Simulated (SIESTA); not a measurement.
**BaTiO3 under changes of volume**

One of the cells (12.856 Å³/atom); the others are scaled copies at fixed shape and fractional positions:

```
Ba Ti O
1.0
     3.99980    0.00000    0.00000
     0.00000    3.99980    0.00000
     0.00000    0.00000    4.01800
Ba Ti O
1 1 3
Direct
  0.00000 0.00000 0.00000
  0.50000 0.50000 0.49000
  0.00000 0.50000 0.51700
  0.50000 0.00000 0.51700
  0.50000 0.50000 0.01900
```

```yaml
Program: SIESTA 5.4.2
Functional: LDA
Potentials_or_basis: PseudoDojo 0.4 standard (LDA files)
Basis: DZP (energy shift 0.003 Ry; two zetas on semicore shells; d shell added on Ba)
Grid_cutoff: 800 Ry
Energy_shift: 0.003 Ry
k_mesh: 5 × 5 × 5
Occupations: fermi-dirac, width 0.05 eV
Spin: no spin polarisation
```

```csv
volume (Å³/atom),energy over the lowest point (meV/atom),pressure (GPa),gap on the mesh (eV),largest force (eV/Å)
12.085,5.11,5.4,1.93,0.134
12.342,0.00,1.1,1.89,0.107
12.599,1.49,-2.8,1.84,0.188
12.856,?,?,?,?
13.113,21.60,-9.4,1.76,0.442
13.371,39.00,-12.2,1.72,0.553
13.628,60.50,-14.6,1.68,0.649
```

Q: What does the run at 12.856 Å³/atom give?

A: Energy over the lowest point 8.91 meV/atom; pressure -6.3 GPa; gap on the mesh 1.80 eV; largest force 0.316 eV/Å.

Worked out: A Birch-Murnaghan fit of order 3 (a polynomial in V^(-2/3)) to the other rows has its minimum at 12.41 Å³/atom with B0 = V·E''(V) = 194 GPa and B' = 4.7 at fixed shape and positions, which overstates the stiffness. It gives 8.92 meV/atom at 12.856 Å³/atom, against the run's 8.91, and -dE/dV = -6.3 GPa, against -6.3. A straight line through the other rows of the gap, of slope -2.09 eV per unit of ln V, gives 1.80 eV, against the run's 1.80.

Energies are extrapolated to zero smearing.

Caveats: this set's barium file shifts pressures by up to 1 GPa against other sets; spin-orbit coupling is left out, which moves the levels of the heavy elements; an odd mesh through Γ misses points on the zone boundary, where band edges often lie; the basis of atomic orbitals isn't converged, which shifts pressures, moduli and gaps.
